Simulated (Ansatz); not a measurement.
## Zone-centre phonons of SiC at 11 GPa: input and output

These are results of Ansatz, DFT PBE, scalar-relativistic, plane waves, PAW, not measurements.

Launched with:
```bash
ansatz run input.yaml --threads 1 --pin off --max-ram 3072MiB --backend cpu --events-out ev --progress --plain --runs-dir out
```

Input (bare energies are in eV):
```yaml
crystal:
  lattice:
    - [3.0442778767, 0.0, 0.0]
    - [-1.5221389383, 2.6364219774, 0.0]
    - [0.0, 0.0, 4.9940252691]
  atoms:
    - { symbol: Si, position: [0.3333333333, 0.6666666667, 0.0046034502] }
    - { symbol: Si, position: [0.6666666667, 0.3333333333, 0.5046034502] }
    - { symbol: C, position: [0.3333333333, 0.6666666667, 0.3803965498] }
    - { symbol: C, position: [0.6666666667, 0.3333333333, 0.8803965498] }
basis:
  ecutwfc: 420
kpoints:
  mp_grid: { grid: [12, 12, 6] }
hamiltonian:
  xc: pbe
scf:
  occupations: { method: fixed }
output:
  eigenvalues: true
phonons:
  method: dfpt
  dielectric: true
  rigid_motions: translations
  eigenvectors: true
```

Results section of the output:
```
--- Phonons (Γ-DFPT): 4 representative perturbations + reference, on 242 of 864 k-points (Σ response iterations 12) ---
  k mesh reduced under 2 symmetry operations, with k and −k counted as one. Each operation leaves every solved perturbation unchanged. A smaller set is not considered because the run solves the response ...
  ASR residual: 2.163e-4 → 0.000e0 eV/Å²; symmetrization residual: 4.803e-6 eV/Å²
  ASR residual per site (eV/Å²): 1.49e-4 1.49e-4 2.16e-4 2.16e-4
  Γ frequencies (cm⁻¹): 0.00 0.00 0.00 254.90 254.90 610.12 790.39 790.39 790.79 820.63 820.63 860.65
  ε∞ (high-frequency dielectric tensor):
        6.832566    -0.000000     0.000000
       -0.000000     6.832566     0.000000
        0.000000     0.000000     7.202463
  ε⁰ (static dielectric tensor: ions relaxed, cell fixed):
        9.991351    -0.000000     0.000000
       -0.000000     9.991351     0.000000
        0.000000     0.000000    11.138822
  ε⁰ − ε∞ (ionic part):
        3.158784     0.000000     0.000000
        0.000000     3.158784    -0.000000
        0.000000    -0.000000     3.936359
  softest optical mode at Γ: 254.90 cm⁻¹; the repairs (sum rule, projections) moved no ω² at Γ by more than (2.49 cm⁻¹)²
  Born effective charges Z* (e; rows j = field, columns β = displacement):
    site 0:
         2.69979   -0.00000    0.00000
        -0.00000    2.69979   -0.00000
         0.00000   -0.00000    2.90424
    site 1:
         2.69979   -0.00000    0.00000
        -0.00000    2.69979    0.00000
         0.00000    0.00000    2.90424
    site 2:
        -2.69979    0.00000   -0.00000
         0.00000   -2.69979   -0.00000
        -0.00000    0.00000   -2.90424
    site 3:
        -2.69979    0.00000   -0.00000
         0.00000   -2.69979   -0.00000
        -0.00000   -0.00000   -2.90424
  Z* charge neutrality: 7.268e-4 e pre-enforcement
  solved inside a basis spanned on kpoints, on 12×12×6 k-points, its susceptibility summed on 16×16×8: ε∞ is read to err by 2.3e-2, Z* by 1.1e-2 e (field_mesh: kpoints solves on kpoints); Z* is corrected for ...
  optical modes at Γ without the LO–TO term, one row a degenerate level:
      ω (cm⁻¹) modes IR ((D/Å)²/amu)
        254.90      2             0.0000
        610.12      1             0.0000
        790.39      2             0.0000
        790.79      1            46.2601
        820.63      2            79.9522
        860.65      1             0.0000
  optical modes at Γ + LO–TO along q̂ = [1.0000, 0.0000, 0.0000]:
      ω (cm⁻¹) modes IR ((D/Å)²/amu)
        254.90      2             0.0000
        610.12      1             0.0000
        790.39      2             0.0000
        790.79      1            46.2601
        820.63      1            39.9761
        860.65      1             0.0000
        992.35      1            39.9761
  optical modes at Γ + LO–TO along q̂ = [0.0000, 1.0000, 0.0000]:
      ω (cm⁻¹) modes IR ((D/Å)²/amu)
        254.90      2             0.0000
        610.12      1             0.0000
        790.39      2             0.0000
        790.79      1            46.2601
        820.63      1            39.9761
        860.65      1             0.0000
        992.35      1            39.9761
  optical modes at Γ + LO–TO along q̂ = [0.0000, 0.0000, 1.0000]:
      ω (cm⁻¹) modes IR ((D/Å)²/amu)
        254.90      2             0.0000
        610.12      1             0.0000
        790.39      2             0.0000
        820.63      2            79.9522
        860.65      1             0.0000
        983.42      1            46.2601
```

Time: 92 s on 1 thread of Intel(R) Xeon(R) Platinum 8375C CPU @ 2.90GHz (Ice Lake), on a shared host, peak memory 0.82 GiB.